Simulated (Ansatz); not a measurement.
The structure comes from a relaxation in the same program, started in the wurtzite type, and has space group P6_3mc. Whether it is a known phase or the ground state wasn't checked.

LiCl: DFT, PBE, all-electron LAPW, scalar-relativistic (Ansatz 0.2.0).

```yaml
crystal:
  lattice:
    - [3.9260767245, 0.0, 0.0]
    - [-1.9630383622, 3.4000821806, 0.0]
    - [0.0, 0.0, 6.2869192864]
  atoms:
    - { symbol: Li, position: [0.3333333333, 0.6666666667, -0.0024205214] }
    - { symbol: Li, position: [0.6666666667, 0.3333333333, 0.4975794786] }
    - { symbol: Cl, position: [0.3333333333, 0.6666666667, 0.3784205214] }
    - { symbol: Cl, position: [0.6666666667, 0.3333333333, 0.8784205214] }
kpoints:
  mp_grid: { grid: [10, 10, 6] }
  band_path:
    path:
      - [0.0, 0.0, 0.0]
      - [0.5, 0.0, 0.0]
      - [0.3333333333, 0.3333333333, 0.0]
      - [0.0, 0.0, 0.0]
      - [0.0, 0.0, 0.5]
      - [0.5, 0.0, 0.5]
      - [0.3333333333, 0.3333333333, 0.5]
      - [0.0, 0.0, 0.5]
      - [0.5, 0.0, 0.5]
    npoints: 8
scf:
  occupations: { method: fermi_dirac, width: 0.05 }
hamiltonian:
  xc: pbe
  pseudopotentials: { kind: all_electron, lapw: { basis_error: 0.001 } }
output:
  forces: true
  stress: true
  eigenvalues: true
  populations: true
  dos: { projected: true, de: 0.2, e_range: [-14, 8] }
```

Output:

```
Li: projections on atomic orbitals take those of the free atom 1s2 2s1, of charge +0.00 (hamiltonian.pseudopotentials.projection_atoms)
Cl: projections on atomic orbitals take those of the free atom 1s2 2s2 2p6 3s2 3p5, of charge +0.00 (hamiltonian.pseudopotentials.projection_atoms)
LAPW: plane waves up to 7.006 Å⁻¹, error target 1.0e-3 eV per atom; small_component_spin mean_spin; Li in spheres of 1.056 Å, 3 of its electrons in bands, Dirac shells []; Cl in spheres of 1.331 Å, 15 of its electrons in bands, Dirac shells []
Engine: ansatz 0.2.0
Pseudopotentials: kind: all_electron
Pseudopotential: Li, LAPW, valence charge 3, Koelling and Harmon's equation, gaussian nucleus
Pseudopotential: Cl, LAPW, valence charge 15, Koelling and Harmon's equation, gaussian nucleus
Functional definition: PBE
  parameter kappa = 0.804
  parameter beta = 0.06672455060314922
  exchange = pbe_x(kappa = kappa, mu = beta*pi^2/3)
  correlation = pbe_c(beta = beta)
Crystal: 4 atoms, lattice volume = 83.924 Å³
Basis set: ecut = 186.98657170896382 eV, 513 PW (Γ), exchange–correlation at level 2
Bands: 22, of which v1, the nominal top of the filled ones, is band 18 counted from 1 (17 counted from 0)
Symmetry: 12 space group operations
Space group: P63mc (ITA 186), of the structure as read, at distance tolerance 4.4e-5 Å
k-points: 56 of 600 (time reversal used)
Non-local potential: Li, projectors of the file, none
Non-local potential: Cl, projectors of the file, none
Initial density: superposition of atomic densities (chi_scale 0.1, normalization cell, long waves kept (reshape's long-wave potential 0.00 eV rms))
Initial wavefunctions: plane waves of lowest kinetic energy (no species holds an atomic orbital)
Functional: x = pbe(κ = 0.804, μ = 0.2195149727645171), c = pbe(β = 0.06672455060314922)
iter 1 solved again at ethr=2.09e-3 eV; its pass at ethr=1.00e-1 eV (dr2=7.54e-1 eV) is discarded
SCF iter   1: F=—  HF=-25533.051857 eV  |F-HF|=—  |Δ(HF+E_count)|=         —  Δρ=2.21e-2  dr2=7.52e-1  ethr=2.09e-3  ⟨swp⟩=2.0  Hψ=8263  notcnv=0
preconditioner: auto → Resta (q_TF=auto, 2.369 Å⁻¹)  ε∞=2.6  [insulator: Δε(μ)=6.249 eV  Ē_g=12.902 eV  σ=0.050 eV  W_gap=1.00  n_scr=22 (ndim 8)  ℏωp=16.2 eV  f_vac=0.003  D(μ)=0.00/eV (n_scr^D=0)  ε∞_Penn≈2.6]
SCF iter   2: F=—  HF=-25532.779701 eV  |F-HF|=—  |Δ(HF+E_count)|=   2.72e-1  Δρ=1.03e-2  dr2=1.75e-1  ethr=2.09e-3  ⟨swp⟩=2.1  Hψ=3755  notcnv=0
SCF iter   3: F=—  HF=-25532.809101 eV  |F-HF|=—  |Δ(HF+E_count)|=   2.94e-2  Δρ=5.11e-3  dr2=4.61e-2  ethr=4.86e-4  ⟨swp⟩=2.0  Hψ=3754  notcnv=0
iter 4 solved again at ethr=1.37e-6 eV; its pass at ethr=1.28e-4 eV (dr2=4.94e-4 eV) is discarded
SCF iter   4: F=—  HF=-25532.835782 eV  |F-HF|=—  |Δ(HF+E_count)|=         —  Δρ=6.64e-4  dr2=4.94e-4  ethr=1.37e-6  ⟨swp⟩=2.0  Hψ=6466  notcnv=0
the basis was enlarged: its passes take 273.0 KiB over the memory plan, 1 of 1 planned eigensolver slots
SCF iter   5: F=—  HF=-25532.837520 eV  |F-HF|=—  |Δ(HF+E_count)|=   1.74e-3  Δρ=1.52e-4  dr2=2.62e-5  ethr=1.37e-6  ⟨swp⟩=3.0  Hψ=4057  notcnv=0
SCF iter   6: F=—  HF=-25532.837643 eV  |F-HF|=—  |Δ(HF+E_count)|=   1.23e-4  Δρ=3.61e-5  dr2=1.80e-6  ethr=7.27e-8  ⟨swp⟩=3.0  Hψ=3918  notcnv=0
SCF iter   7: F=-25532.837653 eV  HF=-25532.837653 eV  |F-HF|=5.06e-8  |Δ(HF+E_count)|=   1.03e-5  Δρ=5.01e-6  dr2=3.21e-8  ethr=4.99e-9  ⟨swp⟩=3.0  Hψ=3965  notcnv=0
SCF 1 converged in 7 iterations: F = -25532.837653 eV  dr2 = 3.21e-8
NSCF: frozen V_eff on 65 k-points
SCF converged after 7 iterations
Free energy (F): -25532.837653 eV
Harris-Foulkes:  -25532.837653 eV  (|F-HF|=5.06e-8)
Internal energy: -25532.837653 eV  (E = F + TS)
E sigma→0 (E₀):  -25532.837653 eV
Fermi energy:    2.969828 eV
--- Per-component energies (eV) ---
  E_band       = -3395.876528
  E_kinetic    = 25659.182876
  E_xc         = -1639.102476
  E_electrostatic = -49552.918054  (all electrons and nuclei)
  E_smearing   = -0.000000  (= −TS)
  E_closure    = 0.000000  (closes the sum)
  E_atoms      = -25518.022354  (free atoms, spherical and without spin; not in F)
  Σ components = -25532.837653   (vs F -25532.837653, Δ=0.00e0)
  Basis errors (estimates in eV, not in F): energy 4.9e-4 per atom: plane waves 4.4e-4 (2.6e-4 summed), levels above the bands 5.6e-63, relativity 7.6e-8, radial functions 4.4e-5, core shells 8.1e-14; eigenvalues (radial functions only) 2.3e-5; not estimated: angular momenta, meshes, grids; target (lapw.basis_error) 1.0e-3; muffin-tin radii Li 1.056 Å, Cl 1.331 Å
--- Forces (eV/Å), atoms counted from 1 ---
  atom   1  Li    -0.00000000    -0.00000000     0.00015289
  atom   2  Li     0.00000000     0.00000000     0.00015289
  atom   3  Cl    -0.00000000    -0.00000000    -0.00015607
  atom   4  Cl     0.00000000     0.00000000    -0.00015607
  max |Σ_I F_I| component: 6.36e-6 eV/Å
--- Stress (GPa, compression-positive) ---
        0.022496      -0.000000       0.000000
       -0.000000       0.022496      -0.000000
        0.000000      -0.000000       0.005502
  P = ⅓ Tr σ = 0.0168 GPa (0.168 kbar)
--- Band table (eV; the first three rows and the last of 56) ---
  k-point 0: bands = ["-243.4566", "-243.4566", "-182.3647", "-182.3647", "-182.3647", "-182.3647", "-182.3640", "-182.3640", "-42.9873", "-42.9859", "-12.7941", "-12.4937", "-2.0846", "-0.4530", "-0.4530", "-0.1344", "-0.1344", "-0.0608", "5.8726", "8.0868", "9.8226", "9.8226"]
  k-point 1: bands = ["-243.4566", "-243.4566", "-182.3647", "-182.3647", "-182.3647", "-182.3647", "-182.3640", "-182.3640", "-42.9872", "-42.9859", "-12.7754", "-12.5154", "-1.9717", "-0.4325", "-0.4325", "-0.2325", "-0.1565", "-0.1565", "6.0684", "7.9945", "9.8220", "9.8220"]
  k-point 2: bands = ["-243.4566", "-243.4566", "-182.3647", "-182.3647", "-182.3647", "-182.3647", "-182.3640", "-182.3640", "-42.9869", "-42.9862", "-12.7232", "-12.5733", "-1.6522", "-0.6624", "-0.3757", "-0.3757", "-0.2165", "-0.2165", "6.5665", "7.6921", "9.8692", "9.8692"]
  k-point 55: bands = ["-243.4566", "-243.4566", "-182.3647", "-182.3647", "-182.3647", "-182.3647", "-182.3640", "-182.3640", "-42.9857", "-42.9857", "-12.4591", "-12.4591", "-1.6190", "-1.6190", "-1.3452", "-1.3452", "-0.4735", "-0.4735", "8.3400", "8.3400", "9.0457", "9.0457"]
--- Löwdin populations: 4 sites ---
  site symbol       q [e]
     0     Li      2.3084
     1     Li      2.3084
     2     Cl     17.6367
     3     Cl     17.6367
  spilling = 0.002744 (of n_electrons = 40.000000)
```

populations.tsv:

```
# site	symbol	l	j	q
# orbitals = lowdin
# n_electrons = 40.000000
# spilling = 0.002744
# projection_atom_Li: 1s2 2s1
# projection_atom_Cl: 1s2 2s2 2p6 3s2 3p5
0	Li	0_1S	-	1.993800
0	Li	0_2S	-	0.314581
1	Li	0_1S	-	1.993800
1	Li	0_2S	-	0.314581
2	Cl	0_1S	-	1.999943
2	Cl	0_2S	-	1.996187
2	Cl	0_3S	-	1.866853
2	Cl	1_2P	-	5.999783
2	Cl	1_3P	-	5.773967
3	Cl	0_1S	-	1.999943
3	Cl	0_2S	-	1.996187
3	Cl	0_3S	-	1.866853
3	Cl	1_2P	-	5.999783
3	Cl	1_3P	-	5.773967
```
